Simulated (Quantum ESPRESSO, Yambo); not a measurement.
An input for Yambo 5.3.0 (AgBr (Bromargyrite)):

```
HF_and_locXC
gw0
dyson
ppa
em1d
rim_cut
RandQpts= 1000000
RandGvec= 1 RL
EXXRLvcs= 76 Ry
VXCRLvcs= 304 Ry
Chimod= "HARTREE"
% BndsRnXp
 1 | 424 |
%
NGsBlkXp= 15.5 Ry
% LongDrXp
 1 | 1 | 1 |
%
% GbndRnge
 1 | 424 |
%
DysSolver= "n"
ExtendOut
PPAPntXp= 27.21138 eV
% QPkrange
 3 | 3 | 17 | 20 |
 1 | 1 | 17 | 20 |
%
```

```sh
OMP_NUM_THREADS=1 mpirun -n 4 yambo -F gw5.in -J gw5 -C gw5 > gw5.log
```

The stored states that it reads are on a 4×4×4 mesh. The structure is cubic, space group Fm-3m (No. 225). Conventional cell: a = 5.774 Å, b = 5.774 Å, c = 5.774 Å, α = 90.00°, β = 90.00°, γ = 90.00°. Ag has 6 Br at 2.89 Å nearest. Br has 6 Ag at 2.89 Å nearest. Farther neighbours and most contacts between anions are not listed.

Question: Estimate wall time and host memory on 4 MPI ranks of Arm Neoverse V2, shared host.

It took 8.8 min; on shared hardware allow 4.4 min to 18 min. Peak host memory was 2.6 GiB.

The screening grows as filled bands × empty bands × pairs of k points, times the square of the screening basis for the matrix.

[Paths, hosts, dates, memory and timing lines, banners, echoed tables and standing remarks are left out of the program output.]

[Logs are printed without paths, hosts, clocks, repeated set-up lines and the standing remarks that a program may print on its own settings, such as how far it seeks lower states.]

[Runs of the session that timed out or met a known fault of the program may be left out.]

[Hosts, paths, dates, database ids (printed as entryN), source tags and the programs' standing remarks are cut or masked in the printed files.]
